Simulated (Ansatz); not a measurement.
System: fluorite SrF2. Method: PBE in Ansatz (PAW).

Run with plane-wave cutoff 500 eV, 10×10×10 k mesh, gaussian smearing 0.02 eV, scalar-relativistic PAW data made under PBE.

Computed at the level's own relaxed cell.

Q: Predict the equilibrium volume per atom, lattice parameter a and band gap.

A: 
- equilibrium volume per atom = 16.75 Å³/atom
- lattice parameter a = 5.857 Å
- band gap = 6.78 eV (on the SCF k mesh)

Measured, for comparison: band gap 11.1 eV (temperature not stated, not corrected to a static lattice; as tabulated in Aguado et al. (1999), arXiv:cond-mat/9901145).

Spin–orbit coupling is not included.

The computed numbers hold no vibrational or temperature effects.

Ansatz is a program for electronic structure.
